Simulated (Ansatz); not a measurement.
# SnTe: the cost of one run

Program: Ansatz 0.2.0. PAW datasets, plane waves. No spin polarisation. The prototype was imposed, so other structures may be more stable.

### 1 The system as given

The unstrained cell was relaxed with r2SCAN; in each strained cell the atoms were relaxed again with r2SCAN. Names of k-points are those of the unstrained zone, where strain can split equivalent points. First state: -1.5 % biaxial strain in x and y, free along z.

It is tetragonal, I-4m2 (No. 119); a = 4.992 Å, c = 7.381 Å in the conventional setting, 45.99 Å³ an atom. Around Sn lie 4 Te at 3.10 Å; around Te lie 4 Sn at 3.10 Å.

Coordinates:

```cif
data_structure
_symmetry_space_group_name_H-M 'I-4m2'
_symmetry_Int_Tables_number 119
_cell_length_a 4.9925
_cell_length_b 4.9925
_cell_length_c 7.3807
_cell_angle_alpha 90.000
_cell_angle_beta 90.000
_cell_angle_gamma 90.000
_cell_volume 183.96
loop_
_atom_site_label
_atom_site_type_symbol
_atom_site_symmetry_multiplicity
_atom_site_Wyckoff_symbol
_atom_site_fract_x
_atom_site_fract_y
_atom_site_fract_z
_atom_site_occupancy
Sn1 Sn 2 a 0.00000 0.00000 0.00000 1
Te1 Te 2 d 0.50000 0.00000 0.25000 1
```

From earlier runs on the unstrained cell: PBE 0.02 eV, r2SCAN 0.08 eV, HSE06 0.31 eV; a = 7.168 Å.

### 2 -1.5 % biaxial strain in x and y, free along z: PBE

File input.yaml:

```yaml
crystal:
  lattice:
    - [0.0, 3.530224249, 3.6903268782]
    - [3.530224249, 0.0, 3.6903268782]
    - [3.530224249, 3.530224249, 0.0]
  atoms:
    - { symbol: Sn, position: [0.0, 0.0, 0.0] }
    - { symbol: Te, position: [0.25, 0.25, 0.25] }
kpoints:
  mp_grid: { grid: [6, 6, 6] }
  band_path:
    path:
      - [0.0, 0.0, 0.0]
      - [-0.5, -0.5, 0.0]
      - [-0.375, -0.375, 0.25]
      - [-0.375, 0.0, 0.375]
      - [0.0, 0.0, 0.5]
      - [-0.5, -0.25, 0.25]
      - [0.263021, -0.5, -0.236979]
      - [0.0, 0.5, 0.5]
    npoints: 1
hamiltonian:
  xc: pbe
scf:
  occupations: { method: fermi_dirac, width: 0.02 }
  n_extra_bands: 4
output:
  forces: true
  stress: true
  eigenvalues: true
```

Command:

```
$ ansatz run input.yaml --threads 4 --pin off --max-ram 4608MiB --backend cpu --events-out ev --progress --plain --runs-dir out
```

**Question.** How long does this run take on 4 threads of Intel Xeon at 2.70GHz, shared host, and how much memory does it need?

About 2.8 s, with a peak of 0.46 GiB.
